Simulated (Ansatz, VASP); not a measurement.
**One calculation of NaCl, two programs**

```
Na Cl
1.0
     3.67730    0.00000    0.00000
     0.00000    3.67730    0.00000
     0.00000    0.00000    3.41464
Na Cl
1 1
Direct
  0.00000 0.00000 0.00000
  0.50000 0.50000 0.50000
```

Change from the starting cell: strain +0.050 along x and y, -0.025 along z, atoms carried along.

Alike in both runs: task single point; functional PBE; k mesh 6 × 6 × 6; occupations gaussian, width 0.05 eV; no spin polarisation.

|  | VASP | Ansatz |
| --- | --- | --- |
| version | VASP 6.6.1 | Ansatz 0.2.0 |
| potentials or method | VASP PAW PBE potentials, release 64 (Na_pv, Cl) | scalar-relativistic, plane waves, PAW |
| plane-wave cutoff (eV) | 520 | 420 |
| valence electrons in the cell | 14 | 16 |

VASP gave:

* gap on the k mesh at the Fermi level (eV): 3.38
* least direct gap on the mesh (eV): 3.72
* pressure (GPa): -1.4
* largest component of the traceless stress (GPa): 3.41

Which values does Ansatz return?

gap on the k mesh at the Fermi level (eV): 3.38; least direct gap on the mesh (eV): 3.71; pressure (GPa): -1.4; largest component of the traceless stress (GPa): 3.41.

The two sets of potentials don't hold the same shells in valence.

A k mesh can miss the band edges.
